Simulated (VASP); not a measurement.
# CdTe (F-43m) in VASP: settings compared

CdTe is run at these levels: PBE, r2SCAN; tasks: single point.

All numbers are computed with VASP 6.6.1; they aren't measurements. Logs are shortened: lines on timing, memory, paths and dates and some standing lists are left out, and cuts for length are marked.

**Experimental background.**

A printed reference work, data compilation reports, for a bulk crystal of CdTe at 0 K: band gap 1.607 eV.

The runs below are set against these values where they give the same quantity.

### 1 The cell of the first run

The structure is cubic, space group F-43m (No. 216). The conventional cell has a = 6.560 Å, b = 6.560 Å, c = 6.560 Å, α = 90.00°, β = 90.00°, γ = 90.00°. Cd (site symmetry -43m) has 4 Te at 2.84 Å within 3.7 Å. Te (site symmetry -43m) has 4 Cd at 2.84 Å within 3.7 Å.

### 2 Single point, PBE

Contents of INCAR:

```
SYSTEM = CdTe
ALGO = Normal ; EDIFF = 1E-6
ENCUT = 520 ; GGA = PE
ISIF = 2 ; ISMEAR = 0
LASPH = .TRUE. ; LCHARG = .FALSE.
LREAL = .FALSE. ; LWAVE = .FALSE.
NBANDS = 16 ; NELM = 60
PREC = Accurate ; SIGMA = 0.01
```

Contents of KPOINTS:

```
k-points
0
G
  5 5 5
  0 0 0
```

Contents of POSCAR:

```
CdTe
1.0
    0.0000000000      3.2799012430      3.2799012430
    3.2799012430      0.0000000000      3.2799012430
    3.2799012430      3.2799012430      0.0000000000
Cd Te
1 1
Direct
    0.0000000000      0.0000000000      0.0000000000
    0.2500000000      0.2500000000      0.2500000000
```

Potentials or basis: VASP PAW PBE potentials, release 64 (Cd, Te).

The run is started by

```
$ cat potpaw_PBE.64/Cd/POTCAR potpaw_PBE.64/Te/POTCAR > POTCAR
$ mpirun -np 1 vasp_std > vasp.out
```

OUTCAR:

```text
SYSTEM = CdTe
   EDIFF = 1E-6
   ENCUT = 520
   GGA = PE
   ISIF = 2
   ISMEAR = 0
   LASPH = .TRUE.
   LREAL = .FALSE.
   NELM = 60
   PREC = Accurate

 ion  position               nearest neighbor table
   1  0.000  0.000  0.000-   2 2.84   2 2.84   2 2.84   2 2.84
   2  0.250  0.250  0.250-   1 2.84   1 2.84   1 2.84   1 2.84

  LATTYP: Found a face centered cubic cell.
 ALAT       =     6.5598024860

  Lattice vectors:

 A1 = (   0.0000000000,   3.2799012430,   3.2799012430)
 A2 = (   3.2799012430,   0.0000000000,   3.2799012430)
 A3 = (   3.2799012430,   3.2799012430,   0.0000000000)

Analysis of symmetry for initial positions (statically):
=====================================================================
 Subroutine PRICEL returns:
 Original cell was already a primitive cell.

 Routine SETGRP: Setting up the symmetry group for a
 face centered cubic supercell.

 Subroutine GETGRP returns: Found 24 space group operations
 (whereof 24 operations were pure point group operations)
 out of a pool of 48 trial point group operations.

The static configuration has the point symmetry T_d .

Analysis of symmetry for dynamics (positions and initial velocities):
=====================================================================
 Subroutine PRICEL returns:
 Original cell was already a primitive cell.

 Routine SETGRP: Setting up the symmetry group for a
 face centered cubic supercell.

 Subroutine GETGRP returns: Found 24 space group operations
 (whereof 24 operations were pure point group operations)
 out of a pool of 48 trial point group operations.

The dynamic configuration has the point symmetry T_d .

 Subroutine INISYM returns: Found 24 space group operations
 (whereof 24 operations are pure point group operations),
 and found     1 'primitive' translations

----------------------------------------------------------------------------------------

                                     Primitive cell

  volume of cell :      70.5687

  direct lattice vectors                    reciprocal lattice vectors
     0.000000000  3.279901243  3.279901243    -0.152443614  0.152443614  0.152443614
     3.279901243  0.000000000  3.279901243     0.152443614 -0.152443614  0.152443614
     3.279901243  3.279901243  0.000000000     0.152443614  0.152443614 -0.152443614

  length of vectors
     4.638480821  4.638480821  4.638480821     0.264040085  0.264040085  0.264040085

[... 64 lines left out ...]
   NELM   =     60;   NELMIN=  2; NELMDL= -5     # of ELM steps
   EDIFF  = 0.1E-05   stopping-criterion for ELM
   LREAL  =      F    real-space projection
   EDIFFG = 0.1E-04   stopping-criterion for IOM
   NSW    =      0    number of steps for IOM
   IBRION =     -1    ionic relax: 0-MD 1-quasi-New 2-CG
   NFREE  =      0    steps in history (QN), initial steepest desc. (CG)
   ISIF   =      2    stress and relaxation
   ISYM   =      2    0-nonsym 1-usesym 2-fastsym
   POTIM  = 0.5000    time-step for ionic-motion
   TEBEG  =    0.0;   TEEND  =   0.0 temperature during run
   PSTRESS=    0.0 pullay stress
   NELECT =      18.0000    total number of electrons
   NUPDOWN=      -1.0000    fix difference up-down
   EMIN   =  10.00;   EMAX   =-10.00  energy-range for DOS
   EFERMI =   0.00;   METHOD = LEGACY
   ISMEAR =     0;   SIGMA  =   0.01  broadening in eV -4-tet -1-fermi 0-gaus
   EFERMI_NEDOS =   21; number of points for ismear=-14 and -15
   IALGO  =     38    algorithm
   IMIX   =      4    mixing-type and parameters
     AMIX     =   0.40;   BMIX     =  1.00
     AMIX_MAG =   1.60;   BMIX_MAG =  1.00
  volume/ion in A,a.u.               =      35.28       238.11
  Fermi-wavevector in a.u.,A,eV,Ry     =   1.038233  1.961976 14.666102  1.077928
  Thomas-Fermi vector in A             =   2.172708
   LORBIT       =      0    0 simple, 1 ext, 2 COOP (PROOUT), +10 PAW based schemes
   GGA     = PE    functional components
   LHFCALC =     F    Hartree Fock is set to
   AEXX    =    0.0000 exact exchange contribution
   IVDW    =     0    specifies the selected vdW correction
   LEPSILON=     F    determine dielectric tensor
   LRPA    =     F    only Hartree local field effects (RPA)
 non-spin polarized calculation
 Gauss-broadening in eV      SIGMA  =   0.01
  energy-cutoff  :      520.00
  volume of cell :       70.57
 maximum number of plane-waves:      1917
   NGX = 17   NGY = 17   NGZ = 17

 number of electron      18.0000006 magnetization

 Free energy of the ion-electron system (eV)
  ---------------------------------------------------
  ext. energy  EPLUGINS =         0.00000000
  ---------------------------------------------------
  free energy    TOTEN  =        -4.78798966 eV

  energy without entropy =       -4.78798966  energy(sigma->0) =       -4.78798966

 E-fermi :   2.0813     XC(G=0):  -8.4202

 val. band max:        2.0333590154   @ k =   0.0000   0.0000   0.0000
 cond. band min:       2.6902440179   @ k =   0.0000   0.0000   0.0000
 fundamental gap:      0.6568850025
 Fermi energy:         2.0812674871

 k-point     1 :       0.0000    0.0000    0.0000
  band No.  band energies     occupation
      1      -8.9371      2.00000
      2      -6.1457      2.00000
      3      -6.1457      2.00000
      4      -6.1457      2.00000
      5      -5.9119      2.00000
      6      -5.9119      2.00000
[... 167 lines left out ...]
      3      -6.0374      2.00000
      4      -5.9432      2.00000
      5      -5.9042      2.00000
      6      -5.4666      2.00000
[... 8 lines left out ...]
     15      12.0144      0.00000
     16      13.9177      0.00000

------------------------ aborting loop because EDIFF is reached ----------------------------------------

  FORCE on cell =-STRESS in cart. coord.  units (eV):
  Direction    XX          YY          ZZ          XY          YZ          ZX
  --------------------------------------------------------------------------------------
  -------------------------------------------------------------------------------------
  Total        0.5161839      0.5161839      0.5161839      0.0000000      0.0000000     -0.0000000
  in kB       11.7193299     11.7193299     11.7193299      0.0000000      0.0000000     -0.0000000
  external PRESSURE =      11.7193299 kB  Pullay stress =       0.0000000 kB

 VOLUME and BASIS-vectors are now :
 -----------------------------------------------------------------------------
  energy-cutoff  :      520.00
  volume of cell :       70.57
      direct lattice vectors                 reciprocal lattice vectors
     0.000000000  3.279901243  3.279901243    -0.152443614  0.152443614  0.152443614
     3.279901243  0.000000000  3.279901243     0.152443614 -0.152443614  0.152443614
     3.279901243  3.279901243  0.000000000     0.152443614  0.152443614 -0.152443614

 POSITION                                       TOTAL-FORCE (eV/Angst)
 -----------------------------------------------------------------------------------
      0.00000      0.00000      0.00000        -0.000000      0.000000      0.000000
      1.63995      1.63995      1.63995         0.000000     -0.000000     -0.000000
 -----------------------------------------------------------------------------------
    total drift:                               -0.000000     -0.000000     -0.000000

  FREE ENERGIE OF THE ION-ELECTRON SYSTEM (eV)
  ---------------------------------------------------
  free  energy   TOTEN  =        -4.7879896620 eV

  energy  without entropy=       -4.7879896620  energy(sigma->0) =       -4.78798966
```

It took 11 s on 1 thread of Intel Xeon 6975P-C, shared host; peak memory 0.2 GiB.

Results:

| Item | Value |
| --- | --- |
| Free energy | -4.7880 eV |
| Pressure | 1.2 GPa |
| Band gap on the k mesh | 0.66 eV, direct |

Caveat: spin-orbit coupling is left out, which moves the levels of the heavy elements.

### 3 Single point, r2SCAN

POSCAR is that of step 2.

Contents of INCAR.step1:

```
SYSTEM = CdTe
PREC = Accurate
ENCUT = 520
ISMEAR = 0
SIGMA = 0.01
LREAL = .FALSE.
LASPH = .TRUE.
NELM = 100
NBANDS = 16
GGA = PE
ALGO = Normal
EDIFF = 1E-4
LWAVE = .TRUE.
LCHARG = .FALSE.
```

Contents of INCAR.step2:

```
SYSTEM = CdTe
PREC = Accurate
ENCUT = 520
EDIFF = 1E-7
ISMEAR = 0
SIGMA = 0.01
LREAL = .FALSE.
LASPH = .TRUE.
NELM = 100
ALGO = Normal
ISIF = 2
LWAVE = .FALSE.
LCHARG = .FALSE.
METAGGA = R2SCAN
LMIXTAU = .TRUE.
NBANDS = 16
ISTART = 1
```

Contents of KPOINTS:

```
Automatic mesh
0
G
  4 4 4
  0 0 0
```

Potentials or basis: VASP PAW PBE potentials, release 64 (Cd, Te).

The run is started by

```
$ cat potpaw_PBE.64/Cd/POTCAR potpaw_PBE.64/Te/POTCAR > POTCAR
$ cp INCAR.step1 INCAR
$ mpirun -np 1 vasp_std > vasp.out
$ cp INCAR.step2 INCAR
$ mpirun -np 1 vasp_std > vasp.out
```

OUTCAR:

```text
SYSTEM = CdTe
   PREC = Accurate
   ENCUT = 520
   EDIFF = 1E-7
   ISMEAR = 0
   LREAL = .FALSE.
   LASPH = .TRUE.
   NELM = 100
   ISIF = 2
   METAGGA = R2SCAN
   ISTART = 1

 ion  position               nearest neighbor table
   1  0.000  0.000  0.000-   2 2.84   2 2.84   2 2.84   2 2.84
   2  0.250  0.250  0.250-   1 2.84   1 2.84   1 2.84   1 2.84

  LATTYP: Found a face centered cubic cell.
 ALAT       =     6.5598024860

  Lattice vectors:

 A1 = (   0.0000000000,   3.2799012430,   3.2799012430)
 A2 = (   3.2799012430,   0.0000000000,   3.2799012430)
 A3 = (   3.2799012430,   3.2799012430,   0.0000000000)

Analysis of symmetry for initial positions (statically):
=====================================================================
 Subroutine PRICEL returns:
 Original cell was already a primitive cell.

 Routine SETGRP: Setting up the symmetry group for a
 face centered cubic supercell.

 Subroutine GETGRP returns: Found 24 space group operations
 (whereof 24 operations were pure point group operations)
 out of a pool of 48 trial point group operations.

The static configuration has the point symmetry T_d .
[... 142 lines left out ...]

  energy without entropy =      -46.59468023  energy(sigma->0) =      -46.59468023

 E-fermi :   1.8412     XC(G=0):  -8.9275

 val. band max:        1.7973181618   @ k =   0.0000   0.0000   0.0000
 cond. band min:       2.9422793130   @ k =   0.0000   0.0000   0.0000
 fundamental gap:      1.1449611512
 Fermi energy:         1.8411797410

 k-point     1 :       0.0000    0.0000    0.0000
  band No.  band energies     occupation
      1      -9.5155      2.00000
      2      -6.6732      2.00000
      3      -6.6732      2.00000
      4      -6.6732      2.00000
      5      -6.4182      2.00000
      6      -6.4182      2.00000
[... 129 lines left out ...]
      3      -6.5475      2.00000
      4      -6.4458      2.00000
      5      -6.4164      2.00000
      6      -5.8550      2.00000
[... 8 lines left out ...]
     15      13.3017      0.00000
     16      13.6170      0.00000

------------------------ aborting loop because EDIFF is reached ----------------------------------------

  FORCE on cell =-STRESS in cart. coord.  units (eV):
  Direction    XX          YY          ZZ          XY          YZ          ZX
  --------------------------------------------------------------------------------------
  -------------------------------------------------------------------------------------
  Total        0.1171737      0.1171737      0.1171737      0.0000000      0.0000000     -0.0000000
  in kB        2.6602866      2.6602866      2.6602866      0.0000000      0.0000000     -0.0000000
  external PRESSURE =       2.6602866 kB  Pullay stress =       0.0000000 kB

 VOLUME and BASIS-vectors are now :
 -----------------------------------------------------------------------------
  energy-cutoff  :      520.00
  volume of cell :       70.57
      direct lattice vectors                 reciprocal lattice vectors
     0.000000000  3.279901243  3.279901243    -0.152443614  0.152443614  0.152443614
     3.279901243  0.000000000  3.279901243     0.152443614 -0.152443614  0.152443614
     3.279901243  3.279901243  0.000000000     0.152443614  0.152443614 -0.152443614

 POSITION                                       TOTAL-FORCE (eV/Angst)
 -----------------------------------------------------------------------------------
      0.00000      0.00000      0.00000        -0.000000      0.000000      0.000000
      1.63995      1.63995      1.63995         0.000000     -0.000000     -0.000000
 -----------------------------------------------------------------------------------
    total drift:                               -0.000001     -0.000001     -0.000001

  FREE ENERGIE OF THE ION-ELECTRON SYSTEM (eV)
  ---------------------------------------------------
  free  energy   TOTEN  =       -46.5946802251 eV

  energy  without entropy=      -46.5946802251  energy(sigma->0) =      -46.59468023
```

OSZICAR.step1:

```text
N       E                     dE             d eps       ncg     rms          rms(c)
DAV:   1     0.101503589129E+03    0.10150E+03   -0.82973E+03   264   0.979E+02
DAV:   2    -0.123565001769E+01   -0.10274E+03   -0.98186E+02   320   0.237E+02
DAV:   3    -0.495861540220E+01   -0.37230E+01   -0.37196E+01   328   0.458E+01
DAV:   4    -0.499240445546E+01   -0.33789E-01   -0.33788E-01   376   0.393E+00
DAV:   5    -0.499248936158E+01   -0.84906E-04   -0.84906E-04   336   0.187E-01    0.517E+00
DAV:   6    -0.476126101273E+01    0.23123E+00   -0.39174E-01   304   0.721E+00    0.431E+00
DAV:   7    -0.474419934943E+01    0.17062E-01   -0.11411E-01   296   0.213E+00    0.170E+00
DAV:   8    -0.474537278981E+01   -0.11734E-02   -0.10898E-02   272   0.115E+00    0.490E-01
DAV:   9    -0.474580096972E+01   -0.42818E-03   -0.93800E-04   296   0.303E-01    0.110E-01
DAV:  10    -0.474588524679E+01   -0.84277E-04   -0.11319E-04   232   0.969E-02
   1 F= -.47458852E+01 E0= -.47458852E+01  d E =-.540775E-38
```

Run time: 38 s. Hardware: 1 thread of Intel Xeon 6975P-C, shared host; peak memory 0.22 GiB.

Results:

```
Free energy            : -46.5947 eV
Pressure               : 0.3 GPa
Band gap on the k mesh : 1.15 eV, direct
```

Levels at points of the mesh, in eV from the valence-band top:
```csv
k point,band 5,band 6,band 7,band 8,band 9,band 10,band 11,band 12,band 13,band 14
"(0.00, 0.00, 0.00)",-8.22,-8.22,0.00,0.00,0.00,1.15,5.04,5.04,5.04,7.85
"(0.50, 0.00, 0.00)",-8.21,-7.87,-4.30,-0.74,-0.74,2.18,5.59,5.59,7.37,9.08
"(0.50, 0.50, 0.00)",-8.19,-7.72,-4.18,-1.79,-1.79,2.94,2.98,9.25,9.62,9.62
```

Caveat: the PAW data sets were made with another functional, which shifts forces and pressure a little; spin-orbit coupling is left out, which moves the levels of the heavy elements.

### 4 How close it comes

Step 2. Measured gap of CdTe: 1.607 eV (0 K; a printed reference work, data compilation). This calculation gives 0.66 eV (-0.95 eV). Spin-orbit coupling on Cd, Te is left out. The value is that of PBE, without temperature or zero-point motion. Semilocal functionals fall short of measured gaps as a rule.

Step 3. Against the measured gap of CdTe, 1.607 eV (0 K; a printed reference work, data compilation), the calculated 1.15 eV is off by -0.46 eV. Spin-orbit coupling on Cd, Te is left out. The value is that of r2SCAN, without temperature or zero-point motion.
